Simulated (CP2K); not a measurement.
Runs of CP2K 2026.2 on ZrS2. It takes space group P-3m1 (No. 164, trigonal). Conventional cell: a = 3.691 Å, b = 3.691 Å, c = 6.041 Å, α = 90.00°, β = 90.00°, γ = 120.00°. Zr (site symmetry -3m) has 6 S at 2.57 Å as nearest neighbours. Around S (site symmetry 3m) lie 3 Zr at 2.57 Å. The cell is a database's computed one.

```tsv
task	level	potentials or basis	cell	k mesh	smearing	EPS_DEFAULT	k points reduced by the point group	NGRIDS	CUTOFF of the grids	points a segment of the path (NPOINTS)	gap on the mesh (eV)	pressure (GPa)	largest force (eV/Å)
band structure	TB-mBJ	POTENTIAL_UZH Zr GTH-PBE-q12, S GTH-PBE-q6; TZVP-MOLOPT-PBE-GTH basis	as given	8 × 8 × 5	fermi-dirac 0.01 eV	1.0E-9	yes	4	700 Ry	8	(a)	-	-
band structure	LDA	GTH_POTENTIALS Zr GTH-PADE-q12, S GTH-PADE-q6; TZVP-MOLOPT-PBE-GTH basis	as given	8 × 8 × 5	fermi-dirac 0.0259 eV	1.0E-9	yes	5	450 Ry	6	0.93	(b)	(c)
relaxation of cell and atoms	PBEsol	POTENTIAL_UZH Zr GTH-PBE-q12, S GTH-PBE-q6; TZVP-MOLOPT-PBE-GTH basis	relaxed	6 × 6 × 4	fermi-dirac 0.1 eV	1.0E-9	-	4	450 Ry	-	0.67	0.0	0.03
single point	PBE	POTENTIAL_UZH Zr GTH-PBE-q12, S GTH-PBE-q6; TZVP-MOLOPT-PBE-GTH basis	as given	8 × 8 × 5	fermi-dirac 0.05 eV	1.0E-10	yes	4	450 Ry	-	1.05	0.7	0.14
```

Alike in all rows: no spin polarisation.

Question: Fill in the values left out.

Answer: (a) 1.12; (b) -4.9; (c) 0.28.

Caveats: the basis of atomic orbitals isn't converged, which shifts pressures, moduli and gaps; the potentials were made for another functional, which shifts forces and pressure (some runs); this functional lacks dispersion, which binds the layers, so the pressure and a relaxed spacing across them are unreliable (some runs); this is a model potential without an energy functional, so only levels have meaning (some runs); an odd mesh through Γ misses points on the zone boundary, where band edges often lie (some runs).

A k mesh can miss the band edges, and the runs leave out spin-orbit coupling on Zr.

Not every run made on this cell is shown here.
